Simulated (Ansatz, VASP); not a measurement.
**InAs in two plane-wave programs**

One calculation is typed for both programs; each brings its own data sets and cutoff. How far apart do they land? The cell is taken from a series of VASP runs on this material, whose earlier steps may have relaxed, scaled or displaced it; both programs get it as it stands.

Program: Ansatz 0.2.0. Level of theory: plane waves, with VASP 6.6.1 beside it; relaxation of cell and atoms at r2SCAN. Results are calculated unless marked as measured.

## (1) Set-up

Symmetry: F-43m, No. 216, cubic system. The conventional cell has a = 6.118 Å, b = 6.118 Å, c = 6.118 Å, α = 90.00°, β = 90.00°, γ = 90.00°. Nearest to In lie 4 As at 2.65 Å. As has 4 In at 2.65 Å nearest. Farther neighbours are not listed.

## (2) Ansatz: relaxation of cell and atoms, r2SCAN

Ansatz runs on its default PAW (the set named soft_2) files.

The relaxed volume is the usual yardstick between codes: its relative difference is about their pressure difference at one cell divided by the bulk modulus.

The input, input.yaml:

```yaml
crystal:
  lattice:
    - [0.0, 3.0589920495, 3.0589920495]
    - [3.0589920495, 0.0, 3.0589920495]
    - [3.0589920495, 3.0589920495, 0.0]
  atoms:
    - { symbol: In, position: [0.0, 0.0, 0.0] }
    - { symbol: As, position: [0.75, 0.75, 0.75] }
hamiltonian:
  xc: r2scan
  pseudopotentials: { kind: paw }
kpoints:
  mp_grid: { grid: [10, 10, 10] }
scf:
  occupations: { method: gaussian, width: 0.05 }
relax:
  f_tol: 0.01
  max_steps: 60
  cell: { stress_tol: 0.05 }
output:
  forces: true
  stress: true
```

Command:

```sh
$ ansatz run input.yaml --threads 4 --pin off --max-ram 9216MiB --backend cpu --events-out ev --progress --plain --runs-dir out
```

Numbers of over 12 decimals in the logs are rounded to 6 here.

Log:

```text
Engine: ansatz 0.2.0, aarch64-unknown-linux-gnu
Pseudopotentials: kind: paw
Pseudopotential: In, paw, valence charge 13, recommended cutoff 500 eV (meta_gga), In.paw.azcp
Pseudopotential: As, paw, valence charge 15, recommended cutoff 500 eV (meta_gga), As.paw.azcp
Functional definition: r2SCAN
  parameter k0 = 0.174
  parameter k1 = 0.065
  parameter a1 = 4.9479
  exchange = r2scan_x(k0 = k0, k1 = k1, a1 = a1)
  correlation = r2scan_c
Crystal: 2 atoms, lattice volume = 57.249 Å³
Basis set: ecut = 500 eV, 1459 PW (Γ), exchange–correlation on 128×128×128 points (64 copies of the dense FFT grid, shifted against one another)
Bands: 18, of which v1, the nominal top of the filled ones, is band 14 counted from 1 (13 counted from 0)
Symmetry: 24 space group operations
Space group: F-43m (ITA 216), of the structure as read, at distance tolerance 3.9e-5 Å
k-points: 47 of 1000 (time reversal used)
Non-local potential: In, projectors of the file, l = 0: 2, l = 1: 2, l = 2: 2, l = 3: 2
Non-local potential: As, projectors of the file, l = 0: 2, l = 1: 2, l = 2: 3, l = 3: 1
PAW form: soft (Blöchl's): semilocal exchange-correlation on the pseudo side does not see the compensation charge
PAW frozen core: In, regenerated for the run's functional (the file was generated under x = pbe(κ = 0.804, μ = 0.219515), c = pbe(β = 0.066725))
PAW frozen core: As, regenerated for the run's functional (the file was generated under x = pbe(κ = 0.804, μ = 0.219515), c = pbe(β = 0.066725))
PAW one-centre angular grid: In, 590 points (default); XC on 289 of its mesh's 2783 points in the sphere
PAW one-centre angular grid: As, 590 points (default); XC on 160 Gauss nodes
Initial density: superposition of atomic densities (neutral atoms: chi_scale 0, normalization atom), corrected by the library's trained network
Initial wavefunctions: pseudopotential atomic-orbital guess
Functional: x = r2scan, c = r2scan; τ floored in thin density (d = 2e-4 eV/Å³)
SCF iter   1: F=—  HF=-10477.172443 eV  |F-HF|=—  |Δ(HF+E_count)|=         —  Δρ=5.94e-3  dr2=1.15e-2  dr2_τ=7.39e-3  ethr=1.77e-3  ⟨swp⟩=6.0  Hψ=4291  notcnv=0
preconditioner: auto → none  [insulator: Δε(μ)=1.096 eV  Ē_g=15.378 eV  σ=0.050 eV  W_gap=0.64  n_scr=14 (ndim 8)  ℏωp=20.8 eV  f_vac=0.116  D(μ)=0.07/eV (n_scr^D=0)  ε∞_Penn≈2.8]
SCF iter   2: F=—  HF=-10477.178311 eV  |F-HF|=—  |Δ(HF+E_count)|=   5.87e-3  Δρ=1.68e-3  dr2=1.30e-3  dr2_τ=6.92e-5  ethr=4.10e-5  ⟨swp⟩=2.0  Hψ=2068  notcnv=0
SCF iter   3: F=—  HF=-10477.178611 eV  |F-HF|=—  |Δ(HF+E_count)|=   3.00e-4  Δρ=7.23e-4  dr2=1.82e-4  dr2_τ=3.80e-6  ethr=4.64e-6  ⟨swp⟩=1.4  Hψ=967  notcnv=0
SCF iter   4: F=—  HF=-10477.178672 eV  |F-HF|=—  |Δ(HF+E_count)|=   6.19e-5  Δρ=6.58e-5  dr2=1.17e-6  dr2_τ=3.43e-8  ethr=6.50e-7  ⟨swp⟩=2.4  Hψ=1135  notcnv=0
SCF iter   5: F=—  HF=-10477.178674 eV  |F-HF|=—  |Δ(HF+E_count)|=   1.10e-6  Δρ=6.43e-6  dr2=1.67e-8  dr2_τ=9.52e-10  ethr=4.17e-9  ⟨swp⟩=2.7  Hψ=1483  notcnv=0
SCF iter   6: F=-10477.178674 eV  HF=-10477.178674 eV  |F-HF|=3.22e-9  |Δ(HF+E_count)|=   8.61e-9  Δρ=2.79e-6  dr2=6.50e-9  dr2_τ=9.85e-11  ethr=5.98e-11  ⟨swp⟩=2.5  Hψ=3196  notcnv=0
SCF 1 converged in 6 iterations: F = -10477.178674 eV  dr2 = 6.50e-9
  greatest PAW one-centre occupation: 0.999 electrons in one spin orbital (limit 2), on the As atom at site 1 (counted from 0), in its partial waves of l = 2
relax step   1: F+E_penalty+E_count = -10477.17867354 eV  Δ(F+E_penalty+E_count) = +0.000e0 eV  max|allowed force component| = 1.370e-16 eV/Å  Δτ_max = 0.0000 Å  P = -0.249 GPa  Ω = 57.249 Å³  (6 SCF iters, dr2 threshold 1.00e-7 eV, accepted)
[...]
relax step   2: F+E_penalty+E_count = -10477.17886373 eV  Δ(F+E_penalty+E_count) = -1.902e-4 eV  max|allowed force component| = 4.966e-17 eV/Å  Δτ_max = 0.0000 Å  P = +0.115 GPa  Ω = 56.882 Å³  energy of the carried Pulay correction = +3.361e-5 eV  (4 SCF iters, dr2 threshold 1.55e-7 eV, accepted)
[...]
relax step   3: F+E_penalty+E_count = -10477.17889380 eV  Δ(F+E_penalty+E_count) = -3.007e-5 eV  max|allowed force component| = 1.503e-17 eV/Å  Δτ_max = 0.0000 Å  P = -0.001 GPa  Ω = 56.997 Å³  energy of the carried Pulay correction = +2.302e-5 eV  (4 SCF iters, dr2 threshold 3.30e-8 eV, accepted)
[...]
relax step   4: F+E_penalty+E_count = -10477.17887108 eV  Δ(F+E_penalty+E_count) = +2.272e-5 eV  max|allowed force component| = 1.973e-17 eV/Å  Δτ_max = 0.0000 Å  P = -0.002 GPa  Ω = 56.997 Å³  stress off target by 1.81e-3 GPa  SCF on the basis re-selected at this cell (its energy is not comparable with the rows above)  (5 SCF iters)
basis re-selected at this cell: Δ(F+E_penalty+E_count) = +2.272e-5 eV, ΔP = -0.000 GPa vs the last step (what re-selecting the basis moved, of the pressure what is left beyond the Pulay correction that the steps carried, after the strain that the cell walked since its last selection, with what the two solves' SCF thresholds leave and, on support functions, any second-order correction that the steps lacked; it is no m [...]
SCF converged after 5 iterations
Free energy (F): -10477.178871 eV
Harris-Foulkes:  -10477.178871 eV  (|F-HF|=3.64e-12)
Internal energy: -10477.178823 eV  (E = F + TS)
E sigma→0 (E₀):  -10477.178847 eV
Entropy (-TS):   -0.000048 eV (-0.024 meV/atom)
Fermi energy:    7.262097 eV
--- Per-component energies (eV) ---
  E_band       = -340.184871
  E_kinetic    = 345.961364
  E_local      = -3319.328955  (includes V_loc(G=0)·N_el)
  E_nonlocal   = -302.035008
  E_hartree    = 1604.061984
  E_xc         = -274.697019
  E_vxc        = -190.434601  (∫ρ·V_xc dr)
  E_paw        = -6033.063440  (= ΣΔE_a)
  E_vpaw       = -94.229213  (= ΣTr[D̂ρ^β])
  E_aug_tail   = 0.000001  (compensation charges beyond the density's cutoff)
  E_vtau       = 11.757579  (kinetic-family band-sum trace: ∫τ·v_τ [+ j·A + Jᵃ·Aᵃ] dr)
  E_ewald      = -2497.585887
  E_core_change = -0.491862  (= ΣΔE_core)
  E_smearing   = -0.000048  (= −TS)
  E_closure    = 0.000000  (closes the sum)
  Σ components = -10477.178871   (vs F -10477.178871, Δ=0.00e0)
--- Forces (eV/Å), atoms counted from 1 ---
  atom   1  In    -0.00000000    -0.00000000     0.00000000
  atom   2  As     0.00000000     0.00000000    -0.00000000
  max |Σ_I F_I| component: 3.45e-17 eV/Å
--- Stress (GPa, compression-positive) ---
       -0.001813      -0.000000      -0.000000
       -0.000000      -0.001813       0.000000
       -0.000000       0.000000      -0.001813
  P = ⅓ Tr σ = -0.0018 GPa (-0.018 kbar)
--- Relaxed structure (3 steps of the walk, 3 accepted, 1 SCFs on fresh bases) ---
  F+E_penalty+E_count = -10477.17887108 eV   max|allowed force component| = 1.973e-17 eV/Å   (the final SCF, on the basis selected at the relaxed cell)
  cell:  # Å, volume = 56.9973 Å³
    - [0, 3.054509, 3.054509]
    - [3.054509, 0, 3.054509]
    - [3.054509, 3.054509, 0]
  atoms:
    - { symbol: In, position: [0, 0, 0] }
    - { symbol: As, position: [0.75, 0.75, 0.75] }
```

It took 9.6 s on 4 threads of Arm Neoverse V1, shared host; peak memory 0.55 GiB.

(Part 1 of 2 ends here.)

[Lines on the potential files, build, host, timing and source positions are cut from VASP's logs without a mark.]

[Logs are printed without paths, hosts, clocks, repeated set-up lines and the standing remarks that a program may print on its own settings, such as how far it seeks lower states.]

[Hosts, paths, dates, database ids (printed as entryN), source tags and the programs' standing remarks are cut or masked in the printed files.]
